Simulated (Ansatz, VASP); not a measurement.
# SiC in VASP and in Ansatz

```
Si C
1.0
     0.00000    2.16313    2.16313
     2.16313    0.00000    2.16313
     2.07357    2.07357    0.08955
Si C
1 1
Direct
  0.00000 0.00000 0.00000
  0.75000 0.75000 0.75000
```

Alike in both runs: task single point; functional PBE; k mesh 12 × 12 × 12; occupations gaussian, width 0.05 eV; no spin polarisation.

|  | VASP | Ansatz |
| --- | --- | --- |
| version | VASP 6.6.1 | Ansatz 0.2.0 |
| potentials or method | VASP PAW PBE potentials, release 64 (Si, C) | scalar-relativistic, plane waves, PAW |
| plane-wave cutoff (eV) | 520 | 520 |
| valence electrons in the cell | 8 | 8 |

```csv
,VASP,Ansatz,Ansatz less VASP
gap on the k mesh at the Fermi level (eV),0.96,0.97,+0.007
least direct gap on the mesh (eV),4.14,4.15,+0.009
pressure (GPa),27.6,27.7,+0.12
largest component of the traceless stress (GPa),15.50,15.45,-0.049
rms of the force components (eV/Å),0.722,0.723,+0.0013
```

Atom by atom the forces differ by 0.001 eV/Å (rms over components).

Caveats: so large a pressure means that the cell lies far from this level's equilibrium, or that cutoff or potentials fall short (VASP); forces of over 1 eV/Å show positions far from the minimum, so gaps and moduli don't describe the material at rest. A k mesh can miss the band edges.
